Strained III–V films: which of these numbers can I use?

I am comparing zincblende films squeezed by 3 % in the plane and free to expand along their normal. I have these results, from r2SCAN with spin–orbit coupling:

Zincblende cells relaxed with r2SCAN, then computed with r2SCAN and spin–orbit coupling (Ansatz 0.2.0, plane-wave PAW, 500 eV cutoff). Changes are from the unstrained cell to −3 % strain in the xy plane, with atoms and normal strain relaxed. Volumes and distances are unstrained; gaps are the least over the k mesh and named points; pressure is positive in compression.

```
formula  element on site A  Z A  element on site B  Z B  difference of Pauling electronegativities  volume per atom (Å³)  shortest distance (Å)    k mesh  band gap change (eV)  least direct gap change (eV)  unstrained band gap (eV)  energy rise per atom (meV)  unstrained gap kind  free normal strain (%)  pressure change (GPa)
    GaN                 Ga   31                  N    7                                       1.23                 11.38                  1.948  10×10×10                 0.087                         0.087                     2.165                        18.7               direct                    3.09                   6.12
    GaP                 Ga   31                  P   15                                       0.38                 20.24                  2.360     8×8×8                -0.349                         0.170                     1.817                        18.5             indirect                    2.53                   3.34
   GaAs                 Ga   31                 As   33                                       0.37                 22.74                  2.454     8×8×8                 0.142                         0.142                     0.858                        17.1               direct                    2.52                   2.78
   GaSb                 Ga   31                 Sb   51                                       0.24                 28.82                  2.655     8×8×8                 0.123                         0.123                     0.200                        16.0               direct                    2.49                   2.08
    InP                 In   49                  P   15                                       0.41                 25.77                  2.558     8×8×8                 0.045                         0.045                     1.000                        14.0               direct                    3.16                   2.07
   InAs                 In   49                 As   33                                        0.4                 28.50                  2.645     8×8×8                 0.011                         0.011                     0.000                        13.2                 zero                    3.12                   1.76
   InSb                 In   49                 Sb   51                                       0.27                 35.27                  2.840     6×6×6                 0.024                         0.113                     0.000                        12.9                 zero                    2.93                   1.45
```

My questions:
1. From GaN to GaSb the pressure change falls threefold. Why does the stored energy fall so little?
2. Why doesn't the expansion along the normal restore the volume?
3. Why does squeezing widen the direct gap, and by how much should it?
4. What changes if In replaces Ga?
5. Why does the band gap of GaP fall while its direct gap rises?
6. Can I trust the gap changes of InAs and InSb?

Answer

1. At a fixed strain, the pressure change follows the energy stored per unit of volume, whereas the energy per atom also depends on how much volume an atom fills. From GaN to GaSb the pressure change falls by a factor of 2.9, but the volume per atom grows by a factor of 2.5. The two nearly cancel, and the energy per atom falls by a factor of only 1.2. For a film with no normal stress the relation is

energy per atom ≈ in-plane stress × in-plane strain × volume per atom

The factor ½ for a stress that builds up linearly cancels against the two squeezed directions. Once the small leftover stresses (along the normal, and in the unstrained cell) are allowed for, work computed from the stresses lies 3 to 5 % above the computed energy in every row; without that correction InSb, which keeps the largest normal stress, lies higher. That is what a stress that steepens on compression would give, because a straight line then overestimates the work.

For a film on a mismatched substrate, the energy per area matters more than the energy per atom. Each nanometre of thickness stores about 0.26 J/m² in GaN and 0.06 J/m² in InSb. This energy drives the formation of misfit dislocations. A dislocation also costs more in a stiffer crystal, so the stored energy alone does not tell you how thick a film can safely grow.

2. Consider two limits. If bond angles could bend freely, the crystal would keep its bond lengths and, for small strains, its volume; that would take a normal expansion of about 6 %. If the directions were not coupled at all, the film would not expand. Real tetrahedral crystals resist both bending and stretching, and these seven expand by 2.5 to 3.2 %, so every film loses volume.

GaP, GaAs and GaSb expand least, which in this spring picture means that their bond angles are relatively stiff. The electronegativity differences in the table do not explain the step from GaP to InP, since they are almost equal. Other measures of polarity rank InP as the more ionic of the two, so polarity is not ruled out as a cause. Finer differences in the normal strain should not be read. InSb, for example, keeps a normal stress of 0.16 GPa, enough to hold back its expansion by roughly 0.2 % of its length.

3. Two effects compete. The lowest conduction state at the zone centre Γ is antibonding, so shorter bonds push it up and the gap opens. Uniform pressure would do only this. A film also changes its shape, which splits the top of the valence band. Under in-plane compression the heavy-hole level moves up and takes back part of the opening. Both effects are standard band theory, and to first order they add:

ΔE ≈ A v − B (s + n)

Here ΔE is the change of the direct gap, v the fractional loss of volume, s the in-plane compression and n the normal expansion. For A and B I take rough recalled values typical of this family, 8 and 2 eV, and use them for every compound. For GaAs this gives

v = 1 − 0.97² × 1.0252 ≈ 0.035
ΔE ≈ 8 × 0.035 − 2 × (0.030 + 0.025) ≈ 0.17 eV

The calculation gives 0.142 eV, so a compressed GaAs layer should emit at a shorter wavelength than a relaxed one. Over the five compounds that have a gap before straining, the estimate is too high in every case, typically by 0.04 eV. It is worst for InP, where it gives more than twice the computed change.

A line through zero in the volume loss alone, fitted to the same five rows, matches them slightly better, but it does no better when each row is predicted from the other four. That comparison therefore cannot establish the hole splitting. Fitting A and B together to the five rows does give a unique answer, about 10 ± 2.5 and 4 ± 1.5 eV, and brings the typical miss down to 0.02 eV. This supports an opposing effect of shape but is weak evidence for its size. Because s is the same in all rows, v and s + n both vary with n alone, so the fit is really a straight line in n. It rests mostly on the contrast between GaN and InP, which expand more, and the other three. Any other difference between those groups is absorbed into A and B. The splitting itself shows up more directly in InSb (answer 6). The slope of the line in volume loss alone is only about 3.5 ± 0.5 eV, less than half of the recalled 8 eV. An opposing effect of shape would account naturally for that, but the 8 eV was not computed with this functional, so a run under uniform pressure is needed to fix the sizes. The printed analysis below gives the rough estimate and the line in volume loss alone, but not the joint fit of A and B.

4. The film becomes softer: with P, As or Sb as the partner, the indium compound has both the smaller pressure change and the smaller stored energy per atom. For the gap, only GaP and InP make a usable pair, because InAs and InSb start from a false zero (answer 6). Going from GaP to InP, the rise of the direct gap shrinks from 0.170 to 0.045 eV. InP expands more along its normal. It therefore loses less volume, which weakens the opening, and changes its shape more, which strengthens the hole splitting. In the rough estimate these two effects together account for about half of the difference (the printed line labelled “from shape alone” in fact holds both). With the jointly fitted A and B of answer 3 they account for about two thirds, though GaP and InP themselves helped to set those values. The rest probably comes from how strongly each compound's levels respond to strain, which a common A and B ignores.

GaN fits the same picture: it expands almost as much as InP, and its direct gap also opens little. Its numbers apply only to zincblende films, though; the stable form of GaN is wurtzite. The normal expansion thus separates these two from GaP, GaAs and GaSb, but it does not explain the order of those three among themselves.

5. The two gaps of GaP end at different conduction states. Its direct gap lies at Γ, but its lowest conduction state sits in a valley near the zone-boundary point X. Strain moves the two apart, from 0.52 to 1.04 eV. Both gaps start from the same valence top, so this growth belongs to the conduction band alone. The loss of volume pushes the state at Γ up (answer 3), but is known to lower the valleys near X slightly, measured from the valence top.

In the cubic crystal the valleys along the three axes are equivalent. In-plane compression is known to lower the in-plane valleys relative to those along the normal, and the computed conduction edge of the strained film is indeed in an in-plane valley. Electrons in such a film would collect there. The rise of the heavy-hole level (answer 3) narrows this gap further. The fall of the gap is also insensitive to k-point sampling: the regular mesh alone gives practically the same change.

6. No, not as measures of how these materials respond. Both start with a computed gap of zero, whereas real InAs and InSb are semiconductors, so the functional is at fault. It makes the other five unstrained gaps too small as well, but their changes at least do not start from a false zero. In InAs a twofold level lies about 0.02 eV below a partly filled fourfold one, which points to conduction and valence states in reversed order. A gap reported as zero hides this negative separation. If strain restores the normal order, which is a guess, the signed shift computed for InAs is about 0.03 eV rather than 0.011 eV.

InSb has a second problem. Its strained gap is 0.149 eV on the regular mesh but only 0.024 eV once a single k point close to Γ is added. That point lies along the film normal, and the highest filled level there is about 0.125 eV above the one at Γ. A filled band that climbs away from Γ marks an order that is still reversed. Strain has split the degenerate level at Γ by at least 0.149 eV and left the upper, heavy-hole part empty. Along the normal this band is expected to fall and to meet a light band that rises, so the computed film should have a gap of zero or nearly zero. Both 0.024 eV and the direct gap of 0.113 eV then tell you where the extra point was placed, not how InSb responds. Missing spin–orbit coupling is not the culprit: it is included in all seven rows. For these two indium compounds, first use a method that opens the unstrained gap, then sample densely around Γ.

The analysis program printed:

```
Elastic response:
   row  volume change in %  C12/C11 from normal strain  work from mean stress in meV per atom  work above computed energy in %  stored energy in J/m2 per nm of film
   GaN              -3.003                       0.515                                  19.44                            3.969                                0.2633
   GaP               -3.53                      0.4217                                  19.18                            3.655                                0.1464
  GaAs              -3.539                        0.42                                  17.82                            4.183                                0.1205
  GaSb              -3.567                       0.415                                  16.72                            4.474                               0.08895
   InP              -2.937                      0.5267                                  14.43                            3.044                               0.08704
  InAs              -2.974                        0.52                                  13.71                            3.864                               0.07421
  InSb              -3.153                      0.4883                                  13.39                             3.77                                0.0586
Rough estimate of the direct gap change in eV (zero-gap rows not comparable):
   row  opening by volume loss  taken back by hole splitting  net estimate  estimate less computed
   GaN                  0.2402                        0.1218        0.1184                 0.03141
   GaP                  0.2824                        0.1106        0.1718                0.001762
  GaAs                  0.2831                        0.1104        0.1727                 0.03071
  GaSb                  0.2854                        0.1098        0.1756                 0.05257
   InP                  0.2349                        0.1232        0.1117                 0.06674
  InAs                   0.238                        0.1224        0.1156                  0.1046
  InSb                  0.2523                        0.1186        0.1337                 0.02065
fit of least_direct_gap_change on 5 rows (open0): coefficient of dvol -3.496 +/- 0.53; rms 0.0351, worst InP 0.0577, leave-one-out rms 0.0431
  rows outside the fit (model, value, miss): InAs 0.104, 0.011, 0.093; InSb 0.1102, 0.113, -0.00278
rms miss of the rough net estimate, five rows with a gap, eV: 0.04278
pressure change, GaN over GaSb: 2.942
energy rise per atom, GaN over GaSb: 1.169
volume per atom, GaSb over GaN: 2.533
normal strain that would keep the volume, %: 6.281
direct gap change, GaP less InP, computed, eV: 0.125
direct gap change, GaP less InP, from shape alone in the rough estimate, eV: 0.06002
GaP, zone-centre conduction edge above the valley, unstrained, eV: 0.521
GaP, the same spacing under strain, eV: 1.04
GaP, gap change on the regular mesh alone, eV: -0.348
InAs unstrained, twofold level below the fourfold level, eV: 0.02288
InAs, signed gap change if strain restores the normal order, eV: 0.03388
```
